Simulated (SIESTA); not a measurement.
Input of a SIESTA 5.4.2 run:

Contents of Rb.fdf:

```
SystemName                      Rb
SystemLabel                     Rb
NumberOfSpecies                 1
NumberOfAtoms                   3
%block ChemicalSpeciesLabel
  1  37 Rb
%endblock ChemicalSpeciesLabel
%include structure.fdf

%block kgrid.MonkhorstPack
    6   0   0  0.0
    0   6   0  0.0
    0   0   1  0.0
%endblock kgrid.MonkhorstPack
XC.Functional                   GGA
XC.Authors                      PBE
PAO.BasisSize                   DZP
PAO.EnergyShift                 0.003 Ry
Mesh.Cutoff                     500 Ry
OccupationFunction              FD
ElectronicTemperature           0.05 eV
Slab.DipoleCorrection           vacuum
MaxSCFIterations                120
SCF.MustConverge                false
SCF.Mixer.Method                Pulay
SCF.Mixer.Weight                0.25
SCF.Mixer.History               8
SCF.DM.Tolerance                5.0e-05
SCF.H.Tolerance                 1.0e-03 eV
WriteForces                     true
Charge.Mulliken                 end
Charge.Hirshfeld                end
Charge.Voronoi                  end
SaveRho                         true
SaveElectrostaticPotential      true
%block PAO.Basis
  Rb 5
  n=4 0 2
    4.197 0.000
  n=5 0 2
    9.500 0.000
  n=4 1 2
    5.129 0.000
  n=5 1 1
    9.500
  n=4 2 1
    7.000
%endblock PAO.Basis
```

The input structure.fdf:

```
LatticeConstant                 1.0 Ang
%block LatticeVectors
     5.1475742658     0.0000000000     0.0000000000
    -2.5737871329     4.4579300820     0.0000000000
     0.0000000000     0.0000000000    23.4059535762
%endblock LatticeVectors
AtomicCoordinatesFormat         Fractional
%block AtomicCoordinatesAndAtomicSpecies
     0.6666666667     0.3333333333     0.3204312944  1  Rb
     0.3333333333     0.6666666667     0.5000000000  1  Rb
     0.0000000000     0.0000000000     0.6795687056  1  Rb
%endblock AtomicCoordinatesAndAtomicSpecies
```

Potentials or basis: PseudoDojo 0.4 standard (PBE files), DZP (energy shift 0.003 Ry; two zetas on semicore shells; d shell added on Rb).

Launch:

```console
$ siesta < Rb.fdf > Rb.out 2>&1
```

Problem. Predict the work function.

Solution. 1.79 eV.

Problem. Estimate the band gap on the k mesh.

Solution. None (metal or under the smearing width).

Problem. What does it give for the largest force?

Solution. 0.039 eV/Å.

Forces on the atoms (eV/Å):
```
Rb   0.000  0.000  0.039
Rb   0.000  0.000  0.000
Rb   0.000  0.000 -0.039
```

Caveat: the basis of atomic orbitals isn't converged, which shifts pressures, moduli and gaps.
